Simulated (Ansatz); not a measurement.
All numbers below come from Ansatz 0.2.0, DFT PBE, scalar-relativistic, plane waves, PAW. Settings: cutoff 420 eV, Γ-centred meshes spaced at most about 0.3 Å⁻¹, and about 0.25 Å⁻¹ or finer for metals (2π included), Gaussian smearing. No spin polarisation.

All energies are static (0 K, no zero-point motion).

Question: Order these relaxed structures of La2O by energy, lowest first, with the energy over the lowest of them.
A.

```xyz
6
Lattice="4.2626 0.0000 0.0000 0.0000 4.2626 0.0000 0.0000 0.0000 9.4856" Properties=species:S:1:pos:R:3 pbc="T T T"
La    2.1313    0.0000    8.3708
La    0.0000    2.1313    1.1149
La    2.1313    0.0000    4.0464
La    0.0000    2.1313    5.4392
O     2.1313    2.1313    0.0000
O     0.0000    0.0000    0.0000
```

B.

```xyz
6
Lattice="1.9079 -7.5811 0.0000 1.9079 7.5811 0.0000 0.0000 0.0000 5.1721" Properties=species:S:1:pos:R:3 pbc="T T T"
La    1.9079   -2.9504    1.2930
La    1.9079   -6.4231    1.2930
La    1.9079    6.4231    3.8791
La    1.9079    2.9504    3.8791
O     1.9079    2.7632    1.2930
O     1.9079   -2.7632    3.8791
```

C.

```xyz
3
Lattice="3.6775 0.0000 0.0000 0.0000 3.6775 0.0000 0.0000 0.0000 5.1504" Properties=species:S:1:pos:R:3 pbc="T T T"
La    1.8388    1.8388    2.5752
La    0.0000    0.0000    0.0000
O     0.0000    0.0000    2.5752
```

D.

```xyz
6
Lattice="-2.5446 2.5446 5.6427 2.5446 -2.5446 5.6427 2.5446 2.5446 -5.6427" Properties=species:S:1:pos:R:3 pbc="T T T"
La    0.0000    0.0000    8.6242
La    0.0000    0.0000    2.6612
La    0.0000    2.5446    0.1602
La    0.0000    2.5446    5.4825
O     0.0000    2.5446    2.8213
O     0.0000    0.0000    0.0000
```

Answer: C (0 meV/atom), D (14 meV/atom), A (51 meV/atom), B (76 meV/atom). Forms: C P4/mmm; D anti-anatase type, I4_1/amd; A P4/nmm; B Cmcm. Counting O atoms around La (those within 1.25 times the shortest such distance or 1.15 times the sum of covalent radii; the shortest distance is added where it is long for a bond; a slash parts the counts of unlike sites): C has La 2/4; D has La 3; A has La 4/4 from 4.6 Å; B has La 2/4. All come from invented guesses.

For metals, differences of a few meV/atom aren't resolved. Cells relaxed within their symmetry can be saddle points. Some candidate types were left out of the draw beforehand, so a known form may be missing.
